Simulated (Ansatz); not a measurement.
Guessed and relaxed cells of LiF

The guess for LiF was made by a generator: 4-connected net, two elements alternating (F-43m, No. 216). Lengths were set from tabulated atomic sizes, so they are only a guess.

start:

Space group F-43m (No. 216). a = 4.065 Å, b = 4.065 Å, c = 4.065 Å, α = 90.00°, β = 90.00°, γ = 90.00°
```tsv
atom	site	symmetry	x	y	z
Li	4d	-43m	0.2500	0.2500	0.7500
F	4b	-43m	0.5000	0.0000	0.0000
```

All numbers below come from DFT PBE, scalar-relativistic, plane waves, PAW (Ansatz). Cutoff 420 eV, Gaussian smearing, Γ-centred meshes. Cell and atoms relax first on a coarse mesh and then on a converged one. In between, the cell is made exact in the group found at 0.06 Å. The steps can't lower the symmetry of their start. No spin polarisation.

end:

Space group F-43m (No. 216). a = 4.364 Å, b = 4.364 Å, c = 4.364 Å, α = 90.00°, β = 90.00°, γ = 90.00°
```json
{"atom": "Li", "site": "4d", "symmetry": "-43m", "x": "0.2500", "y": "0.2500", "z": "0.7500"}
{"atom": "F", "site": "4b", "symmetry": "-43m", "x": "0.5000", "y": "0.0000", "z": "0.0000"}
```

The symmetry stays F-43m (No. 216). The end has the zinc blende type. The volume per atom grows by 23.7 %, from 8.4 to 10.4 Å³. The shortest distance goes from 1.76 Å (Li–F) to 1.89 Å (Li–F). The energy falls by about 0.09 eV/atom (the start's value is from the coarse mesh).

* Volume per atom: 10.39 Å³
* Density: 2.07 g/cm³
* Formation energy: −2.942 eV/atom
* Gap on the 10×10×10 mesh of the 2-atom cell: 7.65 eV

Energies over the elements count from the elements' standard structures at the same level (F₂ as a molecule), with no fitted energy shifts. A negative formation energy is needed for stability but isn't enough: competing phases decide.

The last run used Gaussian smearing of 0.02 eV. Kohn–Sham gaps at this level usually fall short of measured ones. A later test with randomly moved atoms came back to the same energy, though modes that don't fit the test's cell weren't probed. In all, the 3 runs took 10 s on 1 thread of Arm Neoverse V2, with other jobs on the host.
